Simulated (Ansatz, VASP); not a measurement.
**Fe in VASP and in Ansatz**

```
CELL_PARAMETERS angstrom
-1.44300 1.44300 1.44300
1.44300 -1.44300 1.44300
1.44300 1.44300 -1.44300
ATOMIC_POSITIONS crystal
Fe 0.00000 0.00000 0.00000
```

Alike in both runs: task single point; functional PBE; k mesh 16 × 16 × 16; occupations fermi-dirac, width 0.1 eV; collinear spin.

```csv
,VASP,Ansatz
version,VASP 6.6.1,Ansatz 0.2.0
potentials or method,"VASP PAW PBE potentials, release 64 (Fe)","plane waves, PAW"
plane-wave cutoff (eV),520,420
valence electrons in the cell,8,16
```

```csv
,VASP,Ansatz,Ansatz less VASP
gap on the k mesh at the Fermi level (eV),none,none,-
pressure (GPa),-8.8,-9.0,-0.22
net moment per atom (μB),2.30,2.28,-0.024
size of the moment on the site where the two differ most (μB),2.31,2.33,+0.024
```

Site moments also hang on the region over which each program counts them. A gap of «none» marks a metal or a gap that the smearing closes. The two sets of potentials don't hold the same shells in valence.
